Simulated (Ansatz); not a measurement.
YN in the rocksalt structure, relaxed with r2SCAN: 5 runs in Ansatz 0.2.0, each a calculation of independent-particle optics. It is cubic, Fm-3m (No. 225); conventional cell a = 4.896 Å, 14.67 Å³ an atom. Y is surrounded by 6 N at 2.45 Å; N is surrounded by 6 Y at 2.45 Å. No spin polarisation and no zero-point or thermal motion.

```yaml
crystal:
  lattice:
    - [0.00000, 2.44805, 2.44805]
    - [2.44805, 0.00000, 2.44805]
    - [2.44805, 2.44805, 0.00000]
  atoms:
    - { symbol: Y, position: [0.00000, 0.00000, 0.00000] }
    - { symbol: N, position: [0.50000, 0.50000, 0.50000] }
```

On meshes this coarse, single peaks can be features of the mesh. No local fields, no excitons; the zone sum runs over the cells of the mesh, and ε∞ includes the bands left out of the spectrum. Up to four peaks are listed, those above 15 % of the tallest and inside the complete range; the four can differ from row to row. Rows marked drawn have settings drawn at random (some not listed).

| functional | k mesh | broadening (eV) | scissors (eV) | range (eV) | settings | direct gap on the mesh before scissors (eV) | ε∞ xx | ε∞ yy | ε∞ zz | complete up to (eV) | tallest peaks of mean ε₂ (eV) |
| --- | --- | --- | --- | --- | --- | --- | --- | --- | --- | --- | --- |
| PBE | 8×8×8 | 0.1 | 0.00 | 0–12 | chosen | 0.59 | 13.24 | 13.24 | 13.24 | 12.0 | 0.90 7.25 8.40 8.85 |
| PBE | 8×8×8 | 0.1 | 0.97 (to HSE06) | 0–12 | chosen | 0.59 | 9.60 | 9.60 | 9.60 | 12.0 | 1.90 8.25 9.35 9.85 |
| r2SCAN | 6×6×6 | 0.25 | 1.50 | 0–30 | drawn | 0.97 | 7.10 | 7.10 | 7.10 | 30.0 | 3.40 9.40 10.60 16.60 |
| r2SCAN | 8×8×8 | 0.15 | 1.50 | 0–30 | drawn | 0.98 | 7.02 | 7.02 | 7.02 | 30.0 | 3.00 9.40 10.40 10.80 |

Task: Estimate from these rows what the further settings give.
```csv
functional,k mesh,broadening (eV),scissors (eV),range (eV),settings
r2SCAN,8×8×8,0.1,0.00,0–12,chosen
```

Result:
```tsv
functional	k mesh	broadening (eV)	scissors (eV)	range (eV)	settings	direct gap on the mesh before scissors (eV)	ε∞ xx	ε∞ yy	ε∞ zz	complete up to (eV)	tallest peaks of mean ε₂ (eV)
r2SCAN	8×8×8	0.1	0.00	0–12	chosen	0.98	9.51	9.51	9.51	12.0	1.45 7.80 8.90 9.40
```

The fundamental gap is indirect (0.20 eV with PBE on 8×8×8); the table holds the direct one.

Spin-orbit coupling is left out.
